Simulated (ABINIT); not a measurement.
Set up this calculation in ABINIT 10.8.3 (patched build), as the native input.

* Task: single point
* Functional: PBE
* Potentials or basis: JTH PAW PBE v2.0
* Cutoff: 707 eV
* k mesh: 7 × 7 × 7
* Occupations: fermi-dirac, width 0.05 eV
* Spin: no spin polarisation
* Fine-grid cutoff: 1306.15 eV

Crystal: AlCo.

```
Co Al
1.0
     2.81940    0.00000    0.00000
     0.00000    2.81940    0.00000
     0.00000    0.00000    2.81940
Co Al
1 1
Direct
  0.50000 0.50000 0.50000
  0.00000 0.00000 0.00000
```

The cell is a database's computed one.

The input as run:

run.abi

```
# Pseudopotentials
pp_dirpath "./"
pseudos "Co.GGA_PBE-JTH.xml, Al.GGA_PBE-JTH.xml"

# Structure
acell 2.81940321 2.81940321 2.81940321 Angstrom
rprim
     1.0000000000     0.0000000000     0.0000000000
     0.0000000000     1.0000000000     0.0000000000
     0.0000000000     0.0000000000     1.0000000000
ntypat 2
znucl 27 13
natom 2
typat 1 2
xred
     0.5000000000     0.5000000000     0.5000000000
     0.0000000000     0.0000000000     0.0000000000

# Plane-wave basis
ecut 707.496042 eV
pawecutdg 48.0
pawxcdev 0

# k points
kptopt 1
ngkpt 7 7 7
nshiftk 1
shiftk 0.0 0.0 0.0

# Exchange and correlation
ixc 11

# Bands and occupations
nband 14
occopt 3
tsmear 0.05 eV

# SCF cycle
nstep 100
tolvrs 1.0e-9

# Output
iomode 3
prtwf 0
prtden 0
prteig 0
prtebands 0
enunit 2
```

Potentials or basis: JTH PAW PBE v2.0.

Launch:

```sh
$ abinit run.abi > log 2>&1
```

Results of the run:

The pressure is 6.7 GPa. The band gap on the k mesh is none (metal or under the smearing width) and the valence electrons inside the program's atomic spheres are Co 15.71; Al 0.86.

Wall time 17 s on 1 thread of Intel(R) Xeon(R) Platinum 8259CL CPU @ 2.50GHz (Skylake/Cascade Lake) (shared host), peak memory 0.1 GiB.
